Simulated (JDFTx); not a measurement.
# Pb (Fm-3m) in JDFTx: further runs

One crystal, Pb, is run at these levels: r2SCAN; tasks: equation of state.

All numbers are computed with JDFTx 1.7.0 (patched build); they aren't measurements. Logs are shortened: lines on timing, memory, paths and dates and some standing lists are left out, and cuts for length are marked. The log counts tension as positive stress, the text compression.

**1. The crystal as given**

It takes space group Fm-3m (No. 225, cubic). The conventional cell has a = 4.950 Å, b = 4.950 Å, c = 4.950 Å, α = 90.00°, β = 90.00°, γ = 90.00°. Around Pb (site symmetry m-3m) lie 12 Pb at 3.50 Å.

**2. Equation of state, r2SCAN, 28.50 Å³/atom (volume scaled by 0.94)**

Contents of Pb.in:

```
lattice \
    0.0000000000     2.4244952108     2.4244952108 \
    2.4244952108     0.0000000000     2.4244952108 \
    2.4244952108     2.4244952108     0.0000000000
latt-scale 1.889726124626 1.889726124626 1.889726124626
coords-type Lattice
ion Pb     0.0000000000     0.0000000000     0.0000000000 1

ion-species pseudo/Pb.upf
elec-cutoff 40
elec-ex-corr mgga-x-r2scan mgga-c-r2scan
kpoint-folding 9 9 9
elec-smearing Fermi 0.0018374661
elec-n-bands 13
electronic-SCF nIterations 100 energyDiffThreshold 1e-09
electronic-minimize nIterations 30 energyDiffThreshold 1e-7
forces-output-coords Cartesian

dump-name run.$VAR
dump End Ecomponents EigStats BandEigs Kpoints Forces Stress
```

Potentials or basis: SG15-PBE-1.2.

On the command line:

```
jdftx -c 1 -i Pb.in -o Pb.out
```

Standard output:

```text
*************** JDFTx 1.7.0 (patched build) ***************

Input parsed successfully to the following command list (including defaults):
[... the input with its defaults ...]

---------- Setting up symmetries ----------

Found 48 point-group symmetries of the bravais lattice
Found 48 space-group symmetries with basis
Applied RMS atom displacement 0 bohrs to make symmetries exact.

---------- Initializing the Grid ----------
R =
[            0      4.58163      4.58163  ]
[      4.58163            0      4.58163  ]
[      4.58163      4.58163            0  ]
unit cell volume = 192.349
G =
[  -0.685693   0.685693   0.685693  ]
[   0.685693  -0.685693   0.685693  ]
[   0.685693   0.685693  -0.685693  ]
Minimum fftbox size, Smin = [  40  40  40  ]
Chosen fftbox size, S = [  40  40  40  ]

---------- Exchange Correlation functional ----------
Initialized LibXC exchange functional 'Re-regularized SCAN exchange by Furness et al'
Initialized LibXC correlation functional 'Re-regularized SCAN correlation by Furness et al'

---------- Setting up pseudopotentials ----------
Width of ionic core gaussian charges (only for fluid interactions / plotting) set to 0

Reading pseudopotential file 'pseudo/Pb.upf':
  'Pb' pseudopotential, 'PBE' functional
  Generated using ONCVPSP code by D. R. Hamann
  14 valence electrons, 0 orbitals, 8 projectors, 602 radial grid points, with lMax = 3
  Core radius for overlap checks: 3.09 bohrs.

Initialized 1 species with 1 total atoms.

Folded 1 k-points by 9x9x9 to 729 k-points.

---------- Setting up k-points, bands, fillings ----------
Reduced to 35 k-points under symmetry.
Computing the number of bands and number of electrons
Calculating initial fillings.
nElectrons:  14.000000   nBands: 13   nStates: 35

----- Setting up reduced wavefunction bases (one per k-point) -----
average nbasis = 2324.391 , ideal nbasis = 2324.206

---------- Setting up ewald sum ----------
Optimum gaussian width for ewald sums = 2.335729 bohr.
Real space sum over 2197 unit cells with max indices [  6  6  6  ]
Reciprocal space sum over 2197 terms with max indices [  6  6  6  ]

---------- Allocating electronic variables ----------
Initializing wave functions:  (No orbitals for LCAO)  bandwidth-limited random numbers

Setting the auxilliary hamiltonian equal to the subspace hamiltonian.

-------- Electronic minimization -----------
Will mix electronic and kinetic density at each iteration.
	FillingsUpdate:  mu: +0.892213844  nElectrons: 14.000000
	FillingsUpdate:  mu: -0.041683913  nElectrons: 14.000000
SCF: Cycle:  0   F: -52.938970182863116   dF: -1.368e+01   |Residual|: 4.405e+00   |deigs|: 1.171e+00
	FillingsUpdate:  mu: +0.242101662  nElectrons: 14.000000
SCF: Cycle:  1   F: -54.675410549829778   dF: -1.736e+00   |Residual|: 4.788e+00   |deigs|: 2.243e-01
	FillingsUpdate:  mu: +0.192837479  nElectrons: 14.000000
SCF: Cycle:  2   F: -53.993781438965918   dF: +6.816e-01   |Residual|: 6.044e+00   |deigs|: 9.858e-02
	FillingsUpdate:  mu: +0.563367176  nElectrons: 14.000000
SCF: Cycle:  3   F: -55.790921709482539   dF: -1.797e+00   |Residual|: 1.432e+00   |deigs|: 9.399e-01
	FillingsUpdate:  mu: +0.487832083  nElectrons: 14.000000
SCF: Cycle:  4   F: -56.125370128434241   dF: -3.344e-01   |Residual|: 6.058e-01   |deigs|: 2.050e-01
	FillingsUpdate:  mu: +0.488108504  nElectrons: 14.000000
SCF: Cycle:  5   F: -56.125099563774405   dF: +2.706e-04   |Residual|: 2.124e-01   |deigs|: 1.603e-02
	FillingsUpdate:  mu: +0.478449486  nElectrons: 14.000000
SCF: Cycle:  6   F: -56.125932871905995   dF: -8.333e-04   |Residual|: 3.339e-01   |deigs|: 2.859e-02
	FillingsUpdate:  mu: +0.477537069  nElectrons: 14.000000
SCF: Cycle:  7   F: -56.126648244204056   dF: -7.154e-04   |Residual|: 1.733e-01   |deigs|: 4.146e-03
	FillingsUpdate:  mu: +0.477280115  nElectrons: 14.000000
SCF: Cycle:  8   F: -56.126806040515440   dF: -1.578e-04   |Residual|: 1.098e-01   |deigs|: 1.534e-03
	FillingsUpdate:  mu: +0.476508697  nElectrons: 14.000000
SCF: Cycle:  9   F: -56.126877699809732   dF: -7.166e-05   |Residual|: 2.633e-02   |deigs|: 1.128e-03
	FillingsUpdate:  mu: +0.476378604  nElectrons: 14.000000
SCF: Cycle: 10   F: -56.126883356973295   dF: -5.657e-06   |Residual|: 5.857e-03   |deigs|: 4.254e-04
	FillingsUpdate:  mu: +0.476331505  nElectrons: 14.000000
SCF: Cycle: 11   F: -56.126883559257266   dF: -2.023e-07   |Residual|: 2.131e-03   |deigs|: 4.371e-05
	FillingsUpdate:  mu: +0.476329177  nElectrons: 14.000000
SCF: Cycle: 12   F: -56.126883683771638   dF: -1.245e-07   |Residual|: 2.523e-04   |deigs|: 7.932e-05
	FillingsUpdate:  mu: +0.476323386  nElectrons: 14.000000
SCF: Cycle: 13   F: -56.126883693505469   dF: -9.734e-09   |Residual|: 2.619e-05   |deigs|: 2.834e-05
	FillingsUpdate:  mu: +0.476322221  nElectrons: 14.000000
SCF: Cycle: 14   F: -56.126883694318970   dF: -8.135e-10   |Residual|: 8.150e-06   |deigs|: 2.418e-05
	FillingsUpdate:  mu: +0.476321665  nElectrons: 14.000000
SCF: Cycle: 15   F: -56.126883694472632   dF: -1.537e-10   |Residual|: 1.370e-05   |deigs|: 3.921e-05
SCF: Converged (|Delta E|<1.000000e-09 for 2 iters).

Setting wave functions to eigenvectors of Hamiltonian

# Stress tensor in Cartesian coordinates [Eh/a0^3]:
[ -9.43314e-05            0            0  ]
[            0 -9.43314e-05            0  ]
[            0            0 -9.43314e-05  ]

# Ionic positions in lattice coordinates:
ion Pb   0.000000000000000   0.000000000000000   0.000000000000000 1

# Forces in Cartesian coordinates:
force Pb  -0.000000000000000  -0.000000000000000   0.000000000000000 1

# Energy components:
   Eewald =      -49.0345459060435829
       EH =        9.3653265478488450
     Eloc =      -17.0056568563812149
      Enl =      -20.0212325284576700
      Exc =       -6.7200013983900178
       KE =       27.2893409595999650
-------------------------------------
     Etot =      -56.1267691818236756
       TS =        0.0001145126489535
-------------------------------------
        F =      -56.1268836944726317

IonicMinimize: Iter:   0  F: -56.126883694472632  |grad|_K:  0.000e+00
IonicMinimize: Converged (|grad|_K<1.000000e-04).

Dumping 'run.eigStats' ...
	eMin: -0.150547 at state 23 ( [ +0.000000 +0.444444 +0.444444 ] spin 0 )
	HOMO: +0.467281 at state 30 ( [ +0.111111 +0.333333 -0.333333 ] spin 0 )
	mu  : +0.476322
	LUMO: +0.476878 at state 31 ( [ +0.111111 +0.333333 -0.222222 ] spin 0 )
	eMax: +1.277429 at state 23 ( [ +0.000000 +0.444444 +0.444444 ] spin 0 )
	HOMO-LUMO gap: +0.009597
	Optical gap  : +0.057089 at state 31 ( [ +0.111111 +0.333333 -0.222222 ] spin 0 )
Done!
[note: the HOMO, LUMO and gaps printed at the end count levels as full or empty at half filling, so they show a gap where a level is partly filled]
```

It took 2.4 min on 1 thread of Arm Neoverse V2, shared host; peak memory 0.1 GiB.

Results:

```yaml
Free_energy: -1527.2903 eV
Pressure: 2.8 GPa
Band_gap_on_the_k_mesh: none (metal or under the smearing width)
```

Caveat: the potentials were made for another functional, which shifts forces and pressure.

**3. Equation of state, r2SCAN, 29.11 Å³/atom (volume scaled by 0.96)**

Pb.in, as its differences from that of step 2:

```diff
@@ -1,5 +1,5 @@
 lattice \
-    0.0000000000     2.4244952108     2.4244952108 \
-    2.4244952108     0.0000000000     2.4244952108 \
-    2.4244952108     2.4244952108     0.0000000000
+    0.0000000000     2.4415696833     2.4415696833 \
+    2.4415696833     0.0000000000     2.4415696833 \
+    2.4415696833     2.4415696833     0.0000000000
 latt-scale 1.889726124626 1.889726124626 1.889726124626
```

Potentials or basis: SG15-PBE-1.2.

On the command line:

```
jdftx -c 1 -i Pb.in -o Pb.out
```

It took 2.4 min on 1 thread of Arm Neoverse V2, shared host; peak memory 0.1 GiB.

Results (log left out):

| Quantity | Value |
| --- | --- |
| Free energy | -1527.2985 eV |
| Pressure | 1.5 GPa |
| Band gap on the k mesh | none (metal or under the smearing width) |

Caveat: the potentials were made for another functional, which shifts forces and pressure.

**4. Equation of state, r2SCAN, 29.72 Å³/atom (volume scaled by 0.98)**

Pb.in, as its differences from that of step 3:

```diff
@@ -1,5 +1,5 @@
 lattice \
-    0.0000000000     2.4415696833     2.4415696833 \
-    2.4415696833     0.0000000000     2.4415696833 \
-    2.4415696833     2.4415696833     0.0000000000
+    0.0000000000     2.4584086270     2.4584086270 \
+    2.4584086270     0.0000000000     2.4584086270 \
+    2.4584086270     2.4584086270     0.0000000000
 latt-scale 1.889726124626 1.889726124626 1.889726124626
```

On the command line:

```
jdftx -c 1 -i Pb.in -o Pb.out
```

Run time: 2.3 min. Hardware: 1 thread of Arm Neoverse V2, shared host; peak memory 0.1 GiB.

It converged, with:

```
Free energy            : -1527.3023 eV
Pressure               : 0.5 GPa
Band gap on the k mesh : none (metal or under the smearing width)
```

Caveat: the potentials were made for another functional, which shifts forces and pressure.

**5. Equation of state, r2SCAN, 30.32 Å³/atom**

Pb.in, as its differences from that of step 4:

```diff
@@ -1,5 +1,5 @@
 lattice \
-    0.0000000000     2.4584086270     2.4584086270 \
-    2.4584086270     0.0000000000     2.4584086270 \
-    2.4584086270     2.4584086270     0.0000000000
+    0.0000000000     2.4750200000     2.4750200000 \
+    2.4750200000     0.0000000000     2.4750200000 \
+    2.4750200000     2.4750200000     0.0000000000
 latt-scale 1.889726124626 1.889726124626 1.889726124626
```

On the command line:

```
jdftx -c 1 -i Pb.in -o Pb.out
```

Wall time 2.4 min (1 thread of Arm Neoverse V2, shared host); peak memory 0.11 GiB.

Results (log left out):

- Free energy: -1527.3023 eV
- Pressure: -0.5 GPa
- Band gap on the k mesh: none (metal or under the smearing width)

Caveat: the potentials were made for another functional, which shifts forces and pressure.

**6. Equation of state, r2SCAN, 30.93 Å³/atom (volume scaled by 1.02)**

Pb.in, as its differences from that of step 5:

```diff
@@ -1,5 +1,5 @@
 lattice \
-    0.0000000000     2.4750200000     2.4750200000 \
-    2.4750200000     0.0000000000     2.4750200000 \
-    2.4750200000     2.4750200000     0.0000000000
+    0.0000000000     2.4914113386     2.4914113386 \
+    2.4914113386     0.0000000000     2.4914113386 \
+    2.4914113386     2.4914113386     0.0000000000
 latt-scale 1.889726124626 1.889726124626 1.889726124626
```

Potentials or basis: SG15-PBE-1.2.

On the command line:

```
jdftx -c 1 -i Pb.in -o Pb.out
```

Run time: 2.5 min. Hardware: 1 thread of Arm Neoverse V2, shared host; peak memory 0.1 GiB.

It converged, with:

- Free energy: -1527.2986 eV
- Pressure: -1.4 GPa
- Band gap on the k mesh: none (metal or under the smearing width)

Caveat: the potentials were made for another functional, which shifts forces and pressure.

**7. Equation of state, r2SCAN, 31.54 Å³/atom (volume scaled by 1.04)**

Pb.in, as its differences from that of step 6:

```diff
@@ -1,5 +1,5 @@
 lattice \
-    0.0000000000     2.4914113386     2.4914113386 \
-    2.4914113386     0.0000000000     2.4914113386 \
-    2.4914113386     2.4914113386     0.0000000000
+    0.0000000000     2.5075897876     2.5075897876 \
+    2.5075897876     0.0000000000     2.5075897876 \
+    2.5075897876     2.5075897876     0.0000000000
 latt-scale 1.889726124626 1.889726124626 1.889726124626
```

On the command line:

```
jdftx -c 1 -i Pb.in -o Pb.out
```

Wall time 2.4 min (1 thread of Arm Neoverse V2, shared host); peak memory 0.11 GiB.

It converged, with:

- Free energy: -1527.2917 eV
- Pressure: -2.2 GPa
- Band gap on the k mesh: none (metal or under the smearing width)

Caveat: the potentials were made for another functional, which shifts forces and pressure.

**8. Equation of state, r2SCAN, 32.14 Å³/atom (volume scaled by 1.06)**

Pb.in, as its differences from that of step 7:

```diff
@@ -1,5 +1,5 @@
 lattice \
-    0.0000000000     2.5075897876     2.5075897876 \
-    2.5075897876     0.0000000000     2.5075897876 \
-    2.5075897876     2.5075897876     0.0000000000
+    0.0000000000     2.5235621278     2.5235621278 \
+    2.5235621278     0.0000000000     2.5235621278 \
+    2.5235621278     2.5235621278     0.0000000000
 latt-scale 1.889726124626 1.889726124626 1.889726124626
```

On the command line:

```
jdftx -c 1 -i Pb.in -o Pb.out
```

Wall time 2.4 min (1 thread of Arm Neoverse V2, shared host); peak memory 0.11 GiB.

It converged, with:

* Free energy: -1527.2820 eV
* Pressure: -2.9 GPa
* Band gap on the k mesh: none (metal or under the smearing width)

Caveat: the potentials were made for another functional, which shifts forces and pressure.

**9. Equation of state, r2SCAN**

Potentials or basis: SG15-PBE-1.2.

No new run: the results of the series are fitted here.

Results:

```yaml
Equilibrium_volume: 30.00 Å³/atom
Bulk_modulus: 49 GPa
Pressure_derivative_of_the_bulk_modulus: 4.1
```

Energy against volume, from the lowest point:
```csv
volume (Å³/atom),energy (meV/atom)
28.503,12.04
29.110,3.83
29.716,0.00
30.323,0.09
30.929,3.75
31.535,10.62
32.142,20.37
```

Caveat: the potentials were made for another functional, which shifts forces and pressure.
